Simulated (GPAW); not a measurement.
Runs of GPAW 26.7.0 on CsPbCl3. It takes space group Pm-3m (No. 221, cubic). Conventional cell: a = 5.605 Å, b = 5.605 Å, c = 5.605 Å, α = 90.00°, β = 90.00°, γ = 90.00°. Pb (site symmetry m-3m) has 6 Cl at 2.80 Å as nearest neighbours. Around Cs (site symmetry m-3m) lie 12 Cl at 3.96 Å. Cl (site symmetry 4/mmm) is surrounded by 2 Pb at 2.80 Å. 

| task | level | potentials or basis | cell | optimizer | fmax | max steps | convergence | ranks | gap on the mesh (eV) | pressure (GPa) | relaxed volume (Å³/atom) |
| --- | --- | --- | --- | --- | --- | --- | --- | --- | --- | --- | --- |
| relaxation of cell and atoms | PBEsol+D3 | PAW data sets generated in the run's folder for this functional, pw | relaxed | BFGS | 0.02 eV/Å | 60 | density=1e-05 forces=0.0001 | - | (c) | 0.0 | (b) |
| relaxation of cell and atoms | PBEsol+D3(BJ)+ATM | PAW data sets generated in the run's folder for this functional, pw | relaxed | BFGS | 0.02 eV/Å | 60 | density=1e-05 forces=0.0001 | - | 2.73 | 0.0 | 34.13 |
| relaxation of cell and atoms | PBEsol | PAW data sets generated in the run's folder for this functional, pw | relaxed | BFGS | 0.02 eV/Å | 60 | density=1e-05 forces=0.0001 | - | 2.81 | 0.0 | - |
| relaxation of cell and atoms | PBEsol+D4 | PAW data sets generated in the run's folder for this functional, pw | relaxed | BFGS | 0.02 eV/Å | 60 | density=1e-05 forces=0.0001 | - | 2.77 | 0.0 | 34.60 |
| relaxation of cell and atoms | PBEsol+D3(BJ) | PAW data sets generated in the run's folder for this functional, pw | relaxed | BFGS | 0.02 eV/Å | 60 | density=1e-05 forces=0.0001 | - | 2.72 | 0.0 | (a) |

Alike in all rows: no spin polarisation; k mesh 5 × 5 × 5; cutoff (eV) 600; smearing fermi-dirac 0.05 eV.

Fill in the values left out.

(a) 34.02; (b) 34.52; (c) 2.76.

Caveats: later steps reuse the first step's grids; spin-orbit coupling is left out, which as a rule narrows the gap of such compounds by several tenths of an eV; an odd mesh through Γ misses points on the zone boundary, where band edges often lie; the relaxation stopped at its first step, so nothing moved (some runs).

A k mesh can miss the band edges, and the runs leave out spin-orbit coupling on Cs, Pb.
